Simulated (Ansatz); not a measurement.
# GaN (F-43m) in Ansatz: band structure with PBE0

Aim: the band structure of GaN with PBE0.

All numbers are computed with Ansatz 0.2.0; they aren't measurements. Logs are shortened: lines on timing, memory, paths and dates and some standing lists are left out, and cuts for length are marked.

**The experiment to reproduce.**

A printed reference work, textbook reports, for a bulk crystal of GaN at 0 K: band gap 3.299 eV (direct).

How close the calculation comes is told below.

### 1 The structure

Symmetry: F-43m, No. 216, cubic system. Conventional cell: a = 4.507 Å, b = 4.507 Å, c = 4.507 Å, α = 90.00°, β = 90.00°, γ = 90.00°. Ga (site symmetry -43m) is surrounded by 4 N at 1.95 Å. Around N (site symmetry -43m) lie 4 Ga at 1.95 Å.

The cell is a database's computed one.

### 2 Band structure, PBE0

input

```
crystal:
  lattice:
    - [0.0, 2.2535006075, 2.2535006075]
    - [2.2535006075, 0.0, 2.2535006075]
    - [2.2535006075, 2.2535006075, 0.0]
  atoms:
    - { symbol: Ga, position: [0.0, 0.0, 0.0] }
    - { symbol: "N", position: [0.25, 0.25, 0.25] }
hamiltonian:
  xc: pbe0
  pseudopotentials: { kind: paw }
kpoints:
  mp_grid: { grid: [8, 8, 8] }
  band_path:
    path:
      - [[0.0, 0.0, 0.0], [0.5, 0.0, 0.5], [0.5, 0.25, 0.75], [0.375, 0.375, 0.75], [0.0, 0.0, 0.0], [0.5, 0.5, 0.5], [0.625, 0.25, 0.625], [0.5, 0.25, 0.75], [0.5, 0.5, 0.5], [0.375, 0.375, 0.75]]
      - [[0.625, 0.25, 0.625], [0.5, 0.0, 0.5]]
    npoints: 4
scf:
  occupations: { method: fermi_dirac, width: 0.05 }
  n_extra_bands: 6
output:
  forces: true
  stress: true
  eigenvalues: true
  fatbands: false
```

Potentials or basis: Ansatz PAW.

Standard output:

```text
Warning: output.stress: scf.convergence.dr2_threshold = 1e-7 eV (the SCF's general default) is looser than the 2e-10 eV advised for a printed stress (1e-10 eV for each atom of the cell: 2). What an SCF threshold leaves in a stress goes as its square root, and in the free energy as the threshold itself, and one threshold admits the most on a small cell: of the crystals measured, under no hybrid functional and no lock of the moments, on runs that ended without the residual-converged pass, on stresses that held no estimate of that error, the worst erred by over 100 MPa in a component at 1e-7 eV an atom and by under 5 at 1e-10. Set scf.convergence.dr2_threshold to 2e-10 eV or tighter. The threshold is an SCF's pass mark: one that does not reach it within its budget of iterations ends unconverged, or closes short of it on a stop that the run arms, and scf.convergence.dr2_threshold's page says what that costs each kind of run
Warning: output.stress: scf.exx.energy_threshold = 1e-6 eV is looser than the 2e-8 eV advised for a stress under a hybrid functional (1e-8 eV for each atom of the cell: 2). Every SCF of the exchange loop can meet its threshold on dr2 while the loop round them stops early: no threshold on dr2 bounds what that leaves in the stress. Set scf.exx.energy_threshold to 2e-8 eV or tighter. The threshold is the loop's pass mark: a loop that does not reach it within its budget of cycles ends unconverged, and scf.exx.energy_threshold's page has the law
scf.n_extra_bands = 6 over 9 filled bands (N_el = 18.0): the run solves 15 bands
GPUs: using 1 of 1 available (devices: 1).
Engine: ansatz 0.2.0, x86_64-unknown-linux-gnu
Pseudopotentials: kind: paw
Pseudopotential: Ga, paw, valence charge 13, recommended cutoff 420 eV (normal), Ga.paw.azcp
Pseudopotential: N, paw, valence charge 5, recommended cutoff 420 eV (normal), N.paw.azcp
Functional definition: PBE0
  parameter a = 0.25
  parameter kappa = 0.804
  parameter beta = 0.06672455060314922
  exchange = (1 - a)*pbe_x(kappa = kappa, mu = beta*pi^2/3) + a*exact_x
  correlation = pbe_c(beta = beta)
device memory: the entry about to start is reckoned to put 0.4 GiB on a device that reports 62.1 GiB free (of which the cap on the GPU budget leaves the run 18.0 GiB)
GPU FFT provider: cuFFT
GPU libraries: cuBLAS 13.8.2, cuFFT 12.4.0, cuSOLVER 12.3.4
Crystal: 2 atoms, lattice volume = 22.888 Å³
Basis set: ecut = 420 eV, 459 PW (Γ), exchange–correlation on 48×48×48 points (8 copies of the dense FFT grid, shifted against one another)
Bands: 15, of which v1, the nominal top of the filled ones, is band 9 counted from 1 (8 counted from 0)
Symmetry: 24 space group operations
Space group: F-43m (ITA 216), of the structure as read, at distance tolerance 2.8e-5 Å
k-points: 29 of 512 (time reversal used)
Non-local potential: Ga, projectors of the file, l = 0: 2, l = 1: 2, l = 2: 3, l = 3: 1
Non-local potential: N, projectors of the file, l = 0: 2, l = 1: 2, l = 2: 1
PAW form: soft (Blöchl's): semilocal exchange-correlation on the pseudo side does not see the compensation charge
PAW frozen core: Ga, regenerated for the run's functional, and the local potential with it (the file was generated under x = pbe(κ = 0.804, μ = 0.2195149727645171), c = pbe(β = 0.06672455060314922))
PAW frozen core: N, regenerated for the run's functional, and the local potential with it (the file was generated under x = pbe(κ = 0.804, μ = 0.2195149727645171), c = pbe(β = 0.06672455060314922))
PAW one-centre angular grid: Ga, 590 points (default); XC on 64 Gauss nodes
PAW one-centre angular grid: N, 110 points (default); XC on 64 Gauss nodes
Initial density: superposition of atomic densities (neutral atoms: chi_scale 0, normalization atom), corrected by the library's trained network
Initial wavefunctions: pseudopotential atomic-orbital guess
GPU buffer pool allocated for 13824 grid points (all kernels)
GPU transforms: local potential and band sums: pruned to the plane-wave sphere, on 24×24×24
Functional: x = pbe(κ = 0.804, μ = 0.2195149727645171), c = pbe(β = 0.06672455060314922), warm-up for x = 0.75 pbe(κ = 0.804, μ = 0.2195149727645171) + 0.25 exact, c = pbe(β = 0.06672455060314922)
SCF iter   1: F=—  HF=-4167.900783 eV  |F-HF|=—  |Δ(HF+E_count)|=         —  Δρ=6.52e-4  dr2=4.81e-5  ethr=1.77e-3  ⟨swp⟩=2.0  Hψ=2894  notcnv=0
preconditioner: auto → none  [insulator: Δε(μ)=1.714 eV  Ē_g=21.526 eV  σ=0.050 eV  W_gap=1.00  n_scr=8 (ndim 8)  ℏωp=32.9 eV  f_vac=0.001  D(μ)=0.00/eV (n_scr^D=0)]
SCF iter   2: F=-4167.900910 eV  HF=-4167.900871 eV  |F-HF|=3.84e-5  |Δ(HF+E_count)|=   8.86e-5  Δρ=3.66e-4  dr2=1.26e-5  ethr=2.67e-7  ⟨swp⟩=5.0  Hψ=1149  notcnv=0  defer=5
SCF 1 stopped early in 2 iterations: F = -4167.900910 eV  dr2 = 1.26e-5
device memory: the entry about to start is reckoned to put 1.1 GiB on a device that reports 61.9 GiB free (of which the cap on the GPU budget leaves the run 18.0 GiB)
GPU FFT provider: cuFFT
GPU libraries: cuBLAS 13.8.2, cuFFT 12.4.0, cuSOLVER 12.3.4
Initial density: handed on by an earlier stage of this run
Initial wavefunctions: those handed on with the density
GPU buffer pool allocated for 13824 grid points (all kernels)
GPU transforms: local potential and band sums: pruned to the plane-wave sphere, on 24×24×24
Functional: x = 0.75 pbe(κ = 0.804, μ = 0.2195149727645171) + 0.25 exact, c = pbe(β = 0.06672455060314922)
Exchange kernel: α = 0.2500, full range, Wigner–Seitz truncation, v(0) = 17885.2137 eV·Å³, q-mesh 8×8×8, nearest image of the exchange supercell L = 25.50 Å, pair-density grid 15×15×15, without the augmentation charges, whose exchange is taken in its separable form by FFT convolution over the k-point mesh (sized by the pseudopotential files, 18×18×18 at the most), smooth part of the exact exchange by density-matrix convolution in up to 3.32 GiB of GPU memory as planned if the GPU has room (build and FFT work areas not counted)
Frozen-core exchange: fock
SCF iter   1: F=—  HF=-4168.498291 eV  |F-HF|=—  |Δ(HF+E_count)|=         —  Δρ=1.65e-2  dr2=2.49e-2  ethr=7.00e-7  ⟨swp⟩=5.9  Hψ=2170  notcnv=0
preconditioner: auto → none  [insulator: Δε(μ)=3.545 eV  Ē_g=25.579 eV  σ=0.050 eV  W_gap=1.00  n_scr=8 (ndim 8)  ℏωp=32.9 eV  f_vac=0.001  D(μ)=0.00/eV (n_scr^D=0)]
SCF iter   2: F=—  HF=-4168.486888 eV  |F-HF|=—  |Δ(HF+E_count)|=   1.14e-2  Δρ=4.18e-3  dr2=3.21e-3  ethr=7.00e-7  ⟨swp⟩=4.0  Hψ=1568  notcnv=0
SCF iter   3: F=—  HF=-4168.496907 eV  |F-HF|=—  |Δ(HF+E_count)|=   1.00e-2  Δρ=4.40e-3  dr2=1.76e-3  ethr=7.00e-7  ⟨swp⟩=4.0  Hψ=1431  notcnv=0
SCF iter   4: F=—  HF=-4168.496636 eV  |F-HF|=—  |Δ(HF+E_count)|=   2.71e-4  Δρ=1.49e-3  dr2=1.96e-4  ethr=7.00e-7  ⟨swp⟩=3.0  Hψ=955  notcnv=0
SCF iter   5: F=—  HF=-4168.496840 eV  |F-HF|=—  |Δ(HF+E_count)|=   2.04e-4  Δρ=6.05e-4  dr2=5.74e-5  ethr=7.00e-7  ⟨swp⟩=2.7  Hψ=724  notcnv=0
iter 6 solved again at ethr=2.58e-8 eV; its pass at ethr=2.97e-7 eV (dr2=4.65e-6 eV) is discarded
SCF iter   6: F=-4168.496820 eV  HF=-4168.496824 eV  |F-HF|=3.90e-6  |Δ(HF+E_count)|=   1.60e-5  Δρ=1.35e-4  dr2=8.63e-6  ethr=2.58e-8  ⟨swp⟩=3.2  Hψ=1849  notcnv=0  defer=2
SCF 2 stopped early in 6 iterations: F = -4168.496820 eV  dr2 = 8.63e-6
hybrid outer 1: dexx = +1.108e-2 eV, tail = 3.86e-5 eV
GPU FFT provider: cuFFT
GPU libraries: cuBLAS 13.8.2, cuFFT 12.4.0, cuSOLVER 12.3.4
GPU buffer pool allocated for 13824 grid points (all kernels)
GPU transforms: local potential and band sums: pruned to the plane-wave sphere, on 24×24×24
Exchange kernel: α = 0.2500, full range, Wigner–Seitz truncation, v(0) = 17885.2137 eV·Å³, q-mesh 8×8×8, nearest image of the exchange supercell L = 25.50 Å, pair-density grid 15×15×15, without the augmentation charges, whose exchange is taken in its separable form by FFT convolution over the k-point mesh (sized by the pseudopotential files, 18×18×18 at the most), smooth part of the exact exchange by density-matrix convolution in up to 3.32 GiB of GPU memory as planned if the GPU has room (build and FFT work areas not counted)
Frozen-core exchange: fock
SCF iter   1: F=—  HF=-4168.496585 eV  |F-HF|=—  |Δ(HF+E_count)|=         —  Δρ=3.01e-5  dr2=2.56e-7  ethr=1.07e-6  ⟨swp⟩=3.4  Hψ=1003  notcnv=0
preconditioner: auto → none  [insulator: Δε(μ)=3.632 eV  Ē_g=25.422 eV  σ=0.050 eV  W_gap=1.00  n_scr=8 (ndim 8)  ℏωp=32.9 eV  f_vac=0.002  D(μ)=0.00/eV (n_scr^D=0)]
SCF iter   2: F=—  HF=-4168.496586 eV  |F-HF|=—  |Δ(HF+E_count)|=   1.01e-6  Δρ=2.92e-5  dr2=1.71e-7  ethr=7.31e-10  ⟨swp⟩=4.2  Hψ=1379  notcnv=0  defer=1
SCF iter   3: F=-4168.496586 eV  HF=-4168.496586 eV  |F-HF|=3.35e-9  |Δ(HF+E_count)|=   4.48e-8  Δρ=4.33e-6  dr2=3.92e-9  ethr=7.31e-10  ⟨swp⟩=3.0  Hψ=780  notcnv=0
SCF 3 converged in 3 iterations: F = -4168.496586 eV  dr2 = 3.92e-9
  Residual-converged pass: ⟨swp⟩=3.0  Hψ=916  notcnv=0  max |occ|·‖R‖ = 2.4e-6 eV (tolerance 2.4e-6 eV)  dr2=3.83e-9  dr2_onsite=4.81e-10  max |Δocc| = 6.2e-24
hybrid outer 2: dexx = +6.217e-7 eV, tail = 2.57e-8 eV, Δε = 3.93e-3 eV (about 1.29e-4 eV left of the loop's levels)
device memory: the entry about to start is reckoned to put 0.3 GiB on a device that reports 68.2 GiB free (of which the cap on the GPU budget leaves the run 18.0 GiB)
NSCF: frozen V_eff on 42 k-points, pencils in batches of 32, up to order 68
hybrid SCF converged: 2 outer / 9 inner (+2 warm-up), last move |dexx| = 6.22e-7 eV, tail = 2.57e-8 eV
Stability not checked: this state was not tested for a lower state beside it, because the functional holds exact exchange (a hybrid, or Hartree-Fock), whose exchange loop this test does not read (fock_operator; see scf.lower_state_search)
Free energy (F): -4168.496586 eV
Frozen-core exchange: fock
Harris-Foulkes:  -4168.496586 eV  (|F-HF|=3.35e-9)
Internal energy: -4168.496586 eV  (E = F + TS)
E sigma→0 (E₀):  -4168.496586 eV
Fermi energy:    10.301060 eV
--- Per-component energies (eV) ---
  E_band       = -54.167977
  E_kinetic    = 246.644102
  E_local      = -1953.491109  (includes V_loc(G=0)·N_el)
  E_nonlocal   = 475.127057
  E_hartree    = 902.098590
  E_xc         = -99.142033
  E_vxc        = -103.357655  (∫ρ·V_xc dr)
  E_exx        = -69.464293  (= α·E_x^exact, valence–valence)
  E_paw        = -2082.874009  (= ΣΔE_a)
  E_vpaw       = -384.360339  (= ΣTr[D̂ρ^β])
  E_aug_tail   = 0.000136  (compensation charges beyond the density's cutoff)
  E_ewald      = -1587.434954
  E_core_change = 0.039914  (= ΣΔE_core)
  E_smearing   = -0.000000  (= −TS)
  E_closure    = 0.000013  (closes the sum)
  Σ components = -4168.496586   (vs F -4168.496586, Δ=0.00e0)
--- Forces (eV/Å), atoms counted from 1 ---
  atom   1  Ga     0.00000000    -0.00000000     0.00000000
  atom   2  N     -0.00000000     0.00000000     0.00000000
  max |Σ_I F_I| component: 7.40e-17 eV/Å
--- Stress (GPa, compression-positive) ---
       -1.389562      -0.000000      -0.000000
       -0.000000      -1.389562       0.000000
       -0.000000       0.000000      -1.389562
  P = ⅓ Tr σ = -1.3896 GPa (-13.896 kbar)
--- Band table (eV; the first three rows and the last of 29) ---
  k-point 0: bands = ["-9.0394", "-7.2823", "-7.2823", "-7.2823", "-6.9687", "-6.9687", "8.4526", "8.4526", "8.4526", "12.0859", "21.1199", "21.1199", "21.1199", "28.5644", "29.6265"]
  k-point 1: bands = ["-8.8949", "-7.2630", "-7.2630", "-7.1765", "-6.9704", "-6.9704", "6.8720", "8.2739", "8.2739", "13.2632", "20.4050", "21.3837", "21.3837", "27.9445", "27.9445"]
  k-point 2: bands = ["-8.6358", "-7.2246", "-7.2246", "-6.9656", "-6.9656", "-6.7152", "4.2763", "7.8804", "7.8804", "14.6203", "19.6041", "21.6029", "21.6029", "26.7459", "27.5950"]
  k-point 28: bands = ["-8.3983", "-7.1234", "-7.1228", "-6.9766", "-6.9579", "-4.4370", "2.3597", "4.3910", "4.5554", "16.7124", "19.5052", "21.1268", "21.8257", "26.5118", "30.2109"]
```

Run time: 47 s. Hardware: 1 × NVIDIA H100 80GB HBM3 with 2 threads of AMD EPYC 7R13 (Zen 3), shared host; peak memory 2.5 GiB.

Results:

```
Free energy             : -4168.4966 eV
Pressure                : -1.4 GPa
Band gap on the k mesh  : 3.63 eV, direct
Band gap along the path : 3.63 eV, direct
```

Levels at the corners of the path, in eV from the valence-band top:
| point | band 6 | band 7 | band 8 | band 9 | band 10 | band 11 | band 12 | band 13 |
| --- | --- | --- | --- | --- | --- | --- | --- | --- |
| Γ | -15.42 | 0.00 | 0.00 | 0.00 | 3.63 | 12.67 | 12.67 | 12.67 |
| X | -13.15 | -6.62 | -2.93 | -2.93 | 5.17 | 8.88 | 14.32 | 16.78 |
| W | -12.89 | -6.09 | -4.06 | -3.90 | 8.26 | 11.05 | 12.67 | 13.37 |
| K | -13.02 | -6.29 | -4.62 | -2.36 | 6.95 | 10.34 | 13.58 | 15.47 |
| Γ | -15.42 | 0.00 | 0.00 | 0.00 | 3.63 | 12.67 | 12.67 | 12.67 |
| L | -13.71 | -7.60 | -1.06 | -1.06 | 6.79 | 11.16 | 12.65 | 12.65 |
| U | -13.02 | -6.29 | -4.62 | -2.36 | 6.95 | 10.34 | 13.58 | 15.47 |
| W | -12.89 | -6.09 | -4.06 | -3.90 | 8.26 | 11.05 | 12.67 | 13.37 |
| L | -13.71 | -7.60 | -1.06 | -1.06 | 6.79 | 11.16 | 12.65 | 12.65 |
| K | -13.02 | -6.29 | -4.62 | -2.36 | 6.95 | 10.34 | 13.58 | 15.47 |
| U | -13.02 | -6.29 | -4.62 | -2.36 | 6.95 | 10.34 | 13.58 | 15.47 |
| X | -13.15 | -6.62 | -2.93 | -2.93 | 5.17 | 8.88 | 14.32 | 16.78 |

Caveat: the pressure holds a Pulay correction of +0.5 GPa for the finite cutoff; the PAW data sets come from PBE, with cores solved anew for the run's functional, which leaves a small shift of forces and pressure; the thresholds are loose for stress.

### 3 Against experiment

Step 2. Against the measured gap of GaN, 3.299 eV (direct; 0 K; a printed reference work, textbook), the calculated 3.63 eV is off by +0.33 eV. Spin-orbit coupling on Ga is left out. The value is that of PBE0, without temperature or zero-point motion. The cell is a database's relaxed one, not the measured one, which moves gaps too.
